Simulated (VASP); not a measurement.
Write the native input for VASP 6.6.1 that does the following.

```
Task                   : relaxation of cell and atoms
Functional             : r2SCAN
Potentials or basis    : VASP PAW PBE potentials, release 64 (W_sv)
Cutoff                 : 520 eV
k mesh                 : 18 × 18 × 18
Occupations            : gaussian, width 0.1 eV
Spin                   : no spin polarisation
Further INCAR settings : ALGO = Normal; EDIFF = 1e-07; IBRION = 2; EDIFFG = -0.002; NSW = 80; ISIF = 3
```

The structure of W lies in POSCAR:

```
W
1.0
   -1.5823450000      1.5823450000      1.5823450000
    1.5823450000     -1.5823450000      1.5823450000
    1.5823450000      1.5823450000     -1.5823450000
W
1
Direct
    0.0000000000      0.0000000000      0.0000000000
```

These files were run (other wordings do the same):

INCAR

```
SYSTEM = W
  PREC = Accurate
  ENCUT = 520
  EDIFF = 1E-7
  ISMEAR = 0
  SIGMA = 0.1
  LREAL = .FALSE.
  LASPH = .TRUE.
  NELM = 100
  ALGO = Normal
  ISIF = 3
  LWAVE = .FALSE.
  LCHARG = .FALSE.
  METAGGA = R2SCAN
  LMIXTAU = .TRUE.
  IBRION = 2
  NSW = 80
  EDIFFG = -0.002
```

KPOINTS

```
Automatic mesh
0
G
  18 18 18
  0 0 0
```

Potentials or basis: VASP PAW PBE potentials, release 64 (W_sv).

Launch:

```console
$ cat potpaw_PBE.64/W_sv/POTCAR > POTCAR
$ mpirun -np 1 vasp_std > vasp.out
```

Results of the run:

The relaxed volume is 15.97 Å³/atom, the relaxed cell is a = 2.748 Å, b = 2.748 Å, c = 2.748 Å, α = 109.47°, β = 109.47°, γ = 109.47° and the space group after relaxing (to 0.05 Å) is Im-3m (No. 229). The energy gained by relaxing is 0.9 meV/atom. The ionic steps are 3 and the pressure after relaxing is 0.0 GPa. The band gap on the k mesh is none (metal or under the smearing width).

Caveat: the PAW data sets were made with another functional, which shifts forces and pressure a little.

Run time: 3.7 min on 1 thread of Intel(R) Xeon(R) Platinum 8488C (Sapphire Rapids) (shared host), peak memory 0.16 GiB.
